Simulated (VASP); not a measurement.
ZrSe2: band structure with r2SCAN+rVV10

**Experimental background.**

“Stress-Tuned Optical Transitions in Layered 1T-MX2 (M= Hf, Zr, Sn; X= S, Se) Crystals”, 2022, arxiv:2210.12074 quotes, for a bulk crystal of ZrSe2: band gap 1.2 eV (indirect).

Crystal: ZrSe2.

```
CELL_PARAMETERS angstrom
3.79385 0.00000 0.00000
-1.89692 3.28557 0.00000
0.00000 0.00000 6.18776
ATOMIC_POSITIONS crystal
Zr 0.00000 0.00000 0.00000
Se 0.66667 0.33333 0.74659
Se 0.33333 0.66667 0.25341
```

The cell is a database's computed one.

```json
{"Program": "VASP 6.6.1", "Task": "band structure", "Functional": "r2SCAN", "Dispersion": "rVV10", "Potentials or basis": "VASP PAW PBE potentials, release 64 (Zr_sv, Se)", "Cutoff": "520 eV", "k mesh": "7 × 7 × 4", "Occupations": "gaussian, width 0.02 eV", "Spin": "no spin polarisation", "Further INCAR settings": "ALGO = Normal; EDIFF = 1e-07"}
```

```
Pressure                : 0.0 GPa
Band gap on the k mesh  : 0.66 eV, indirect (least direct gap 1.33 eV)
Band gap along the path : 0.60 eV, indirect (least direct gap 1.33 eV)
```

Levels at the corners of the path, in eV from the valence-band top:
```tsv
point	band 9	band 10	band 11	band 12	band 13	band 14	band 15	band 16
Γ	-2.79	-0.07	-0.07	0.00	1.33	1.33	1.84	4.52
M	-2.74	-2.58	-2.25	-1.43	0.80	2.85	3.24	5.14
M	-2.74	-2.58	-2.25	-1.43	0.80	2.85	3.24	5.14
K	-3.65	-2.39	-2.39	-1.82	2.05	2.90	2.90	4.33
K	-3.65	-2.39	-2.39	-1.82	2.05	2.90	2.90	4.33
Γ	-2.79	-0.07	-0.07	0.00	1.33	1.33	1.84	4.52
Γ	-2.79	-0.07	-0.07	0.00	1.33	1.33	1.84	4.52
A	-2.74	-2.16	-0.25	-0.25	1.30	1.30	2.28	4.94
A	-2.74	-2.16	-0.25	-0.25	1.30	1.30	2.28	4.94
L	-2.77	-2.62	-1.09	-1.02	0.60	2.84	3.22	4.69
L	-2.77	-2.62	-1.09	-1.02	0.60	2.84	3.22	4.69
H	-3.40	-2.48	-2.09	-2.09	2.11	2.49	2.49	5.14
H	-3.40	-2.48	-2.09	-2.09	2.11	2.49	2.49	5.14
A	-2.74	-2.16	-0.25	-0.25	1.30	1.30	2.28	4.94
L	-2.77	-2.62	-1.09	-1.02	0.60	2.84	3.22	4.69
M	-2.74	-2.58	-2.25	-1.43	0.80	2.85	3.24	5.14
K	-3.65	-2.39	-2.39	-1.82	2.05	2.90	2.90	4.33
H	-3.40	-2.48	-2.09	-2.09	2.11	2.49	2.49	5.14
```

It took 9.9 min on 1 thread of Intel(R) Xeon(R) Platinum 8375C CPU @ 2.90GHz (Ice Lake) (shared host), peak memory 0.36 GiB.

Measured gap of ZrSe2: 1.2 eV (indirect; quoted in “Stress-Tuned Optical Transitions in Layered 1T-MX2 (M= Hf, Zr, Sn; X= S, Se) Crystals”, 2022, arxiv:2210.12074). This calculation gives 0.60 eV (-0.60 eV). Spin-orbit coupling on Se, Zr is left out. The value is that of r2SCAN+rVV10, without temperature or zero-point motion. The cell is a database's relaxed one, not the measured one, which moves gaps too.

Caveat: the PAW data sets were made with another functional, which shifts forces and pressure a little.
